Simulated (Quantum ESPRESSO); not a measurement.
# ZrB2 under changes of volume

One of the cells (10.249 Å³/atom); the others are scaled copies at fixed shape and fractional positions:

```
Zr B
1.0
     3.17000    0.00000    0.00000
    -1.58500    2.74530    0.00000
     0.00000    0.00000    3.53300
Zr B
1 2
Direct
  0.00000 0.00000 0.00000
  0.66667 0.33333 0.50000
  0.33333 0.66667 0.50000
```

```yaml
Program: Quantum ESPRESSO 7.5
Functional: r2SCAN
Potentials_or_basis: SG15 PBE 1.2
Cutoff: 952 eV
Density_cutoff: 3810 eV
k_mesh: 8 × 8 × 6
Occupations: fermi-dirac, width 0.05 eV
Spin: no spin polarisation
```

```csv
volume (Å³/atom),energy over the lowest point (meV/atom),pressure (GPa)
9.634,30.69,16.8
9.839,13.14,10.6
10.044,3.14,5.0
10.249,0.00,-0.1
10.454,3.08,-4.7
10.659,11.80,-8.9
10.864,?,?
```

Problem. What does the run at 10.864 Å³/atom give?

Solution. Energy over the lowest point 25.64 meV/atom; pressure -12.7 GPa.

Worked out: A Birch-Murnaghan fit of order 3 (a polynomial in V^(-2/3)) to the other rows has its minimum at 10.25 Å³/atom with B0 = V·E''(V) = 243 GPa and B' = 3.8 at fixed shape and positions, which overstates the stiffness. It gives 25.65 meV/atom at 10.864 Å³/atom, against the run's 25.64, and -dE/dV = -12.7 GPa, against -12.7.

Energies are extrapolated to zero smearing.

Caveats: the potentials were made for another functional, which shifts forces and pressure.
